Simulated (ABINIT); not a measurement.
A run of ABINIT 10.8.3 (patched build) is set up as follows.

Contents of run.abi:

```
# Datasets: one volume each
ndtset 7
getwfk -1
scalecart1 3*0.9795861087
scalecart2 3*0.9864848297
scalecart3 3*0.9932883884
scalecart4 3*1.0000000000
scalecart5 3*1.0066227096
scalecart6 3*1.0131594038
scalecart7 3*1.0196128224

# Pseudopotentials
pp_dirpath "./"
pseudos "Sr.GGA_PBE-JTH.xml, O.GGA_PBE-JTH.xml"

# Structure
acell 3*1.0
rprim
     0.0000000000     4.8496041536     4.8496041536
     4.8496041536     0.0000000000     4.8496041536
     4.8496041536     4.8496041536     0.0000000000
ntypat 2
znucl 38 8
natom 2
typat 1 2
xred
     0.5000000000     0.5000000000     0.5000000000
     0.0000000000     0.0000000000     0.0000000000

# Plane-wave basis
ecut 23.0
pawecutdg 45.0

# k points
kptopt 1
ngkpt 9 9 9
nshiftk 1
shiftk 0.0 0.0 0.0

# Exchange and correlation
ixc 27

# Bands and occupations
nband 12
occopt 3
tsmear 0.05 eV

# SCF cycle
nstep 100
tolvrs 1.0e-9

# Output
iomode 3
prtwf 1
prtden 0
prteig 0
prtebands 0
enunit 2
```

Potentials or basis: JTH PAW PBE v2.0.

Command:

```sh
$ abinit run.abi > log 2>&1
```

Task: Estimate the equilibrium volume.

Result: 18.08 Å³/atom (rough: see the caveat).

Task: Predict the bulk modulus.

Result: 72 GPa (rough).

Energy against volume, from the lowest point:
```
volume (Å³/atom)  energy (meV/atom)
          15.887              75.52
          16.225              51.94
          16.563              33.33
          16.901              19.28
          17.239               9.32
          17.577               2.98
          17.915               0.00
```

Caveat: pressures at fixed basis lie under the slope of the energies; the minimum lies outside the volumes run; the PAW data sets were made with another functional, which shifts forces and pressure a little.
